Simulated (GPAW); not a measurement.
# Cu (Cmcm) in GPAW: a series of runs

Runs on Cu. Level: LDA. Tasks: band structure, equation of state.

All numbers are computed with GPAW 26.7.0; they aren't measurements. Logs are shortened: lines on timing, memory, paths and dates and some standing lists are left out, and cuts for length are marked. The log counts tension as positive stress, the text compression.

**1. The crystal as given**

Symmetry: Cmcm, No. 63, orthorhombic system. The conventional cell has a = 2.437 Å, b = 7.953 Å, c = 2.475 Å, α = 90.00°, β = 90.00°, γ = 90.00°. Cu (site symmetry m2m) is surrounded by 10 Cu at 2.44 to 2.54 Å.

This isn't the form of Cu at room conditions, which is fcc.

**2. Band structure, LDA**

run.py

```python
from ase import Atoms
from ase.dft.bandgap import bandgap
from ase.io import write
from ase.units import GPa
from gpaw import GPAW, PW

atoms = Atoms(['Cu', 'Cu'],
              cell=[[1.21846369, -3.9763780104, 0.0],
                    [1.21846369, 3.9763780104, 0.0],
                    [0.0, 0.0, 2.4754955235]],
              scaled_positions=[[0.86613335, 0.13386665, 0.75],
                                [0.13386665, 0.86613335, 0.25]],
              pbc=True)

calc = GPAW(mode=PW(600),
            xc='LDA',
            kpts={'size': (9, 9, 9), 'gamma': True},
            occupations={'name': 'fermi-dirac', 'width': 0.05},
            nbands=23,
            convergence={'density': 1e-05, 'energy': 1e-05},
            maxiter=150,
            txt='gpaw.txt')
atoms.calc = calc
energy = atoms.get_potential_energy()
forces = atoms.get_forces()
stress = atoms.get_stress()
calc.write('gs.gpw')
write('result.traj', atoms)
print(f'Energy: {energy:.6f} eV')
print('Forces (eV/A):')
print(forces.round(4))
print('Stress (GPa):', (stress / GPa).round(3))
print('Fermi level:', round(calc.get_fermi_level(), 4), 'eV')
print(f'Gap: {bandgap(calc)[0]:.4f} eV, direct: {bandgap(calc, direct=True)[0]:.4f} eV')

path = atoms.cell.bandpath('GXSRAZGYX1A1TY,ZT', npoints=60, eps=1e-4)
bs_calc = calc.fixed_density(kpts=path, symmetry='off', nbands=33,
                             convergence={'bands': 'CBM+6.0', 'eigenstates': 1e-6}, txt='bands.txt')
bs = bs_calc.band_structure()
bs.write('bs.json')
print(f'Gap on the path: {bandgap(bs_calc)[0]:.4f} eV')
```

Potentials or basis: the program's PAW data sets (release 1.2.1) made for this functional, pw.

The run is started by

```console
$ OMP_NUM_THREADS=1 python run.py
```

gpaw.txt:

```text
__  _  _
 | _ |_)|_||  |
 |__||  | ||/\| - 26.7.0

Input parameters:
  mode=PW(ecut=600.0),
  convergence={'density': 1e-05, 'energy': 1e-05},
  kpts=MonkhorstPack(size=(9, 9, 9), gamma=True),
  maxiter=150,
  nbands=23,
  occupations=Occupations(name='fermi-dirac', width=0.05),
  xc=XC(name='LDA')

Diagonalizing LCAO Hamiltonian
Converting LCAO to pw mode

           Cu

       Cu

Atoms  # Å, Bohr magnetons
|   | symbol |        x |         y |        z |    initial magnetic moments |
|---|--------|----------|-----------|----------|-----------------------------|
| 0 |     Cu | 1.218464 | -2.911769 | 1.856622 | ( 0.0000,  0.0000,  0.0000) |
| 1 |     Cu | 1.218464 |  2.911769 | 0.618874 | ( 0.0000,  0.0000,  0.0000) |

Unit cell  # Å
| periodic |        x |         y |        z |  lengths |     angles |
|----------|----------|-----------|----------|----------|------------|
|      yes | 1.218464 | -3.976378 | 0.000000 | 4.158874 |  90.000000 |
|      yes | 1.218464 |  3.976378 | 0.000000 | 4.158874 |  90.000000 |
|      yes | 0.000000 |  0.000000 | 2.475496 | 2.475496 | 145.927198 |

Number of symmetries: 4
Symmetry operations  # r_c * U_cc + t_c -> r_c
|   | kind |            matrix            |
|---|------|------------------------------|
| 0 |  E   |  1, 0, 0,  0, 1, 0,  0, 0, 1 |
| 1 |  C2  |  0, 1, 0,  1, 0, 0,  0, 0,-1 |
| 2 |  σ   |  0,-1, 0, -1, 0, 0,  0, 0, 1 |
| 3 |  i   | -1, 0, 0,  0,-1, 0,  0, 0,-1 |

BZ-sampling:
  Number of BZ points: 729
  Number of IBZ points: 205

  Monkhorst-Pack size: [9, 9, 9]
  Monkhorst-Pack shift: [0, 0, 0]

K-points  # in reciprocal-cell coordinates
|     |                                coordinates |     weight |
|-----|--------------------------------------------|------------|
|   0 | (  0.00000000,   0.00000000,   0.00000000) | 0.00137174 |
|   1 | (  0.00000000,   0.00000000,   0.11111111) | 0.00274348 |
|   2 | (  0.00000000,   0.00000000,   0.22222222) | 0.00274348 |
|   3 | (  0.00000000,   0.00000000,   0.33333333) | 0.00274348 |
|   4 | (  0.00000000,   0.00000000,   0.44444444) | 0.00274348 |
|   5 | (  0.11111111,  -0.11111111,  -0.44444444) | 0.00274348 |
|   6 | (  0.11111111,  -0.11111111,  -0.33333333) | 0.00274348 |
|   7 | (  0.11111111,  -0.11111111,  -0.22222222) | 0.00274348 |
|   8 | (  0.11111111,  -0.11111111,  -0.11111111) | 0.00274348 |
|   9 | (  0.11111111,  -0.11111111,   0.00000000) | 0.00274348 |
| ... |                                            |            |
| 204 | (  0.44444444,   0.44444444,   0.44444444) | 0.00548697 |

Plane wave coefficients: 812
Cutoff: 600.0 eV

Spin-components: 1 (collinear spins)
Bands:           23
Projectors:      12
Spin-degeneracy: 2
Datatype:        complex128

Parallelization:
  kpt:    1
  domain: 1
  band:   1

Density:
  Valence electrons: 22.0
  Components: 1
  Grid points: [24 24 14]
  Charge: 0.0  # |e|

Potential:
  Grid points: [24 24 14]

species:
  Cu:
    name:    Copper
    Z:       29.0
    valence: 11
    core:    18
    charge:  0.0  # [|e|]
    compensation charges:
      type: gauss
      rc: 0.33  # [Å]
      lmax: 2
    cutoffs:
      filter: 2.06  # [Å]
      core: 2.43  # [Å]
    projectors
    | kind |    occ | energy [eV] | rcut [Å] |
    |------|--------|-------------|----------|
    |   4s |  1.000 |      -4.857 |    1.164 |
    |   4p |  0.000 |      -0.783 |    1.164 |
    |   3d | 10.000 |      -5.324 |    1.058 |
    |    s |        |      22.354 |    1.164 |
    |    p |        |      26.429 |    1.164 |
    |    d |        |      21.887 |    1.058 |

    Using partial waves for Cu as LCAO basis

Reference energy: -89902.194095  # eV

eigensolver:
  PPCG
  Converge bands: occupied
  niter=2

density mixing:
  MSR1-Mixer
  Pratt-step length: 0.05
  Maximum mixing coefficient: 0.75
  Old densities: 10
  SVD Regularization: 0.005
  Good broyden scale: 1.0
  Trust region scale: 1.0
  Backstep threshold: 4.0
  History deletion threshold: 6.0
  Fourier metric: weight=20.0, sigma=0.015

occupation numbers:
  Fermi-Dirac:
    width: 0.0500  # eV

poisson solver:
  ecut: 4800.0  # eV

xc functional:
  name: None

convergence criteria:
- Maximum integral of absolute [dens]ity change: 1e-05 electrons / valence electron
- Maximum [total energy] change in last 3 cyles: 1e-05 eV / valence electron
- Maximum integral of absolute [eigenst]ate change: 4e-08 eV^2 / valence electron
maximum number of iterations: 150

SCF iterations
|iter     | |      energy | eigst |  dens |
|---------|-|-------------|-------|-------|
|iter:   1| |  -11.019379 | -0.18 |       |
|iter:   2| |  -10.227469 | -2.34 | -0.88 |
|iter:   3| |   -9.051750 | -1.39 | -0.99 |
|iter:   4| |   -9.022819 | -3.86 | -1.78 |
|iter:   5| |   -9.003101 | -3.72 | -1.97 |
|iter:   6| |   -9.002816 | -5.18 | -2.92 |
|iter:   7| |   -9.002823 | -6.56 | -3.70 |
|iter:   8| |   -9.002826c| -6.68 | -3.92 |
|iter:   9| |   -9.002826c| -7.79c| -4.62 |
|iter:  10| |   -9.002826c| -8.69c| -4.84 |
|iter:  11| |   -9.002826c| -9.46c| -5.84c|

Converged in 11 steps
Energy contributions relative to reference atoms: (reference = -89902.194095)

Energy contributions:
  Kinetic:         -22.686012
  Coulomb:          17.723012
  Zero:              0.018568
  External:          0.000000
  Xc:               -4.056046
  Entropy:          -0.004696
  Spinorbit:         0.000000
  ----------------------------
  Free energy:      -9.005174
  Extrapolated:     -9.002826

dipole moment: (-0.000001, 0.000000, -0.000001)  # |e|*Ang

Fermi level: 7.396
Eigenvalues  # (at kpt = [0.000, 0.000, 0.000])
| band index |      eig [eV] | occ [0-2] |
|------------|---------------|-----------|
|          0 |        -1.861 |     2.000 |
|        ... |               |           |
|          4 |         4.362 |     2.000 |
|          5 |         4.629 |     2.000 |
|          6 |         5.060 |     2.000 |
|          7 |         5.372 |     2.000 |
|          8 |         5.573 |     2.000 |
|          9 |         5.714 |     2.000 |
[... 8 lines left out ...]
|         18 |        30.185 |     0.000 |
|         19 |        31.571 |     0.000 |
|        ... |               |           |
|         22 |        36.301 |     0.000 |

No gap
No difference between direct/indirect transitions

Forces  # eV/Ang
|       x |        y |        z |
|---------|----------|----------|
| 0.00000 |  0.02916 | -0.00000 |  # Cu   0
| 0.00000 | -0.02916 |  0.00000 |  # Cu   1

Stress tensor  # eV/Ang^3
|        x |         y |         z |
|----------|-----------|-----------|
| 0.034333 |  0.000000 |  0.000000 |
| 0.000000 |  0.047745 | -0.000000 |
| 0.000000 | -0.000000 |  0.037574 |

# Writing to gs.gpw (mode='')
```

Wall time 1.9 min (1 thread of Arm Neoverse V1, shared host); peak memory 0.27 GiB.

What came out:

- Free energy: -9.0052 eV
- Pressure: -6.4 GPa
- Largest force: 0.029 eV/Å
- Band gap along the path: none (metal or under the smearing width)

Forces in eV/Å, atoms in the order of the input:
```
Cu   0.000  0.029  0.000
Cu   0.000 -0.029  0.000
```

Stress tensor (GPa, compression positive):
```
-5.50  0.00  0.00
 0.00 -7.65  0.00
 0.00  0.00 -6.02
```

Levels at the corners of the path, in eV from the Fermi level:
| point | band 9 | band 10 | band 11 | band 12 | band 13 | band 14 |
| --- | --- | --- | --- | --- | --- | --- |
| Γ | -1.82 | -1.68 | -1.44 | -0.04 | 4.79 | 14.81 |
| X | -1.67 | -1.46 | -0.68 | 0.42 | 1.80 | 10.25 |
| S | -2.12 | -1.66 | -0.46 | 1.28 | 2.52 | 6.89 |
| R | -1.26 | -1.26 | 3.71 | 3.71 | 7.49 | 7.49 |
| A | -1.32 | -1.32 | 4.02 | 4.02 | 6.63 | 6.63 |
| Z | -1.71 | -1.71 | 0.00 | 0.00 | 8.22 | 8.22 |
| Γ | -1.82 | -1.68 | -1.44 | -0.04 | 4.79 | 14.81 |
| Y | -2.29 | -1.92 | -1.59 | -1.52 | 13.67 | 15.35 |
| X1 | -1.67 | -1.46 | -0.68 | 0.42 | 1.80 | 10.25 |
| A1 | -1.32 | -1.32 | 4.02 | 4.02 | 6.63 | 6.63 |
| T | -1.55 | -1.55 | -0.93 | -0.93 | 3.68 | 3.68 |
| Y | -2.29 | -1.92 | -1.59 | -1.52 | 13.67 | 15.35 |
| Z | -1.71 | -1.71 | 0.00 | 0.00 | 8.22 | 8.22 |
| T | -1.55 | -1.55 | -0.93 | -0.93 | 3.68 | 3.68 |

Caveat: with this Cu data set, volumes or pressures lay over 1.5 % or 2 GPa off other programs in two to four cells of ten; the program warned that so skewed a cell can give wrong results.

**3. Equation of state, LDA**

run.py

```python
from ase import Atoms
from ase.eos import EquationOfState
from ase.io import Trajectory
from ase.units import GPa
from gpaw import GPAW, PW

atoms = Atoms(['Cu', 'Cu'],
              cell=[[1.21846369, -3.9763780104, 0.0],
                    [1.21846369, 3.9763780104, 0.0],
                    [0.0, 0.0, 2.4754955235]],
              scaled_positions=[[0.86613335, 0.13386665, 0.75],
                                [0.13386665, 0.86613335, 0.25]],
              pbc=True)

traj = Trajectory('eos.traj', 'w')
volumes, energies = [], []
for x in [0.94, 0.96, 0.98, 1.0, 1.02, 1.04, 1.06]:
    a = atoms.copy()
    a.set_cell(atoms.cell * x**(1 / 3), scale_atoms=True)
    calc = GPAW(mode=PW(600),
                xc='LDA',
                kpts={'size': (9, 9, 9), 'gamma': True},
                occupations={'name': 'fermi-dirac', 'width': 0.05},
                nbands=23,
                convergence={'density': 1e-05, 'energy': 1e-05},
                maxiter=150,
                txt=f'eos-{x:.2f}.txt')
    a.calc = calc
    energies.append(a.get_potential_energy(force_consistent=True))
    volumes.append(a.get_volume())
    p = -a.get_stress()[:3].mean() / GPa
    calc.write(f'eos-{x:.2f}.gpw')
    traj.write(a)
    print(f'{x:.2f} {volumes[-1]:10.4f} A^3 {energies[-1]:14.6f} eV {p:9.3f} GPa', flush=True)

v0, e0, B = EquationOfState(volumes, energies, eos='birchmurnaghan').fit()
print(f'V0 = {v0:.4f} A^3, E0 = {e0:.6f} eV, B0 = {B / GPa:.2f} GPa')
```

Potentials or basis: the program's PAW data sets (release 1.2.1) made for this functional, pw.

The run is started by

```console
$ OMP_NUM_THREADS=1 python run.py
```

Run time: 11 min. Hardware: 1 thread of Arm Neoverse V1, shared host; peak memory 0.26 GiB.

Results (log left out):

```
Equilibrium volume                        : 11.52 Å³/atom
Bulk modulus at fixed shape and positions : 170 GPa
Pressure derivative of the bulk modulus   : 5.1
```

Energy against volume, from the lowest point:
```tsv
volume (Å³/atom)	energy (meV/atom)
11.274	3.01
11.514	0.00
11.754	2.32
11.994	9.33
12.234	20.48
12.474	35.25
12.714	53.22
```

Caveat: with this Cu data set, volumes or pressures lay over 1.5 % or 2 GPa off other programs in two to four cells of ten; the cell was scaled at fixed shape and fractional positions, which overstates the stiffness of a crystal with free parameters, most of all of layers and chains; the program warned that so skewed a cell can give wrong results.
